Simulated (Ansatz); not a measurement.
A run of Ansatz 0.2.0 is set up as follows.

File input.yaml:

```yaml
crystal:
  lattice:
    - [3.3914762718, 0.0, 0.0]
    - [-1.6957381359, 2.9371046077, 0.0]
    - [0.0, 0.0, 5.290053]
  atoms:
    - { symbol: Zr, position: [0.6666666667, 0.3333333333, 0.75] }
    - { symbol: Zr, position: [0.3333333333, 0.6666666667, 0.25] }
    - { symbol: C, position: [0.0, 0.0, 0.5] }
    - { symbol: C, position: [0.0, 0.0, 0.0] }
kpoints:
  mp_grid: { grid: [9, 9, 5] }
  band_path:
    path:
      - [0.0, 0.0, 0.0]
      - [0.5, 0.0, 0.0]
      - [0.3333333333, 0.3333333333, 0.0]
      - [0.0, 0.0, 0.0]
      - [0.0, 0.0, 0.5]
      - [0.5, 0.0, 0.5]
      - [0.3333333333, 0.3333333333, 0.5]
      - [0.0, 0.0, 0.5]
    npoints: 8
scf:
  occupations: { method: fermi_dirac, width: 0.05 }
hamiltonian:
  xc: pbesol
  pseudopotentials: { kind: all_electron, lapw: { basis_error: 0.002 } }
output:
  forces: true
  stress: true
  eigenvalues: true
```

Potentials or basis: all-electron LAPW, scalar-relativistic.

Run with:

```sh
$ ansatz run input.yaml --threads 2 --pin off --max-ram 8192MiB --backend cpu --events-out ev --progress --plain --runs-dir out
```

Task: Estimate the pressure.

Result: -7.8 GPa.

Task: Predict the band gap along the path.

Result: None (metal or under the smearing width).

Levels at the corners of the path, in eV from the Fermi level:
```tsv
point	band 33	band 34	band 35	band 36	band 37	band 38	band 39	band 40
Γ	-2.81	-1.08	-1.08	0.92	1.23	1.23	1.63	1.63
M	-3.19	-2.84	-1.51	-0.78	1.52	4.08	4.23	4.24
K	-3.37	-3.16	-3.16	0.55	1.04	1.04	4.27	4.27
Γ	-2.81	-1.08	-1.08	0.92	1.23	1.23	1.63	1.63
A	-2.42	-2.42	-2.42	-2.42	3.38	3.38	3.38	3.38
L	-2.73	-2.73	-2.10	-2.10	1.44	1.44	4.02	4.02
H	-2.18	-2.18	-1.82	-1.82	1.74	1.74	3.01	3.01
A	-2.42	-2.42	-2.42	-2.42	3.38	3.38	3.38	3.38
```
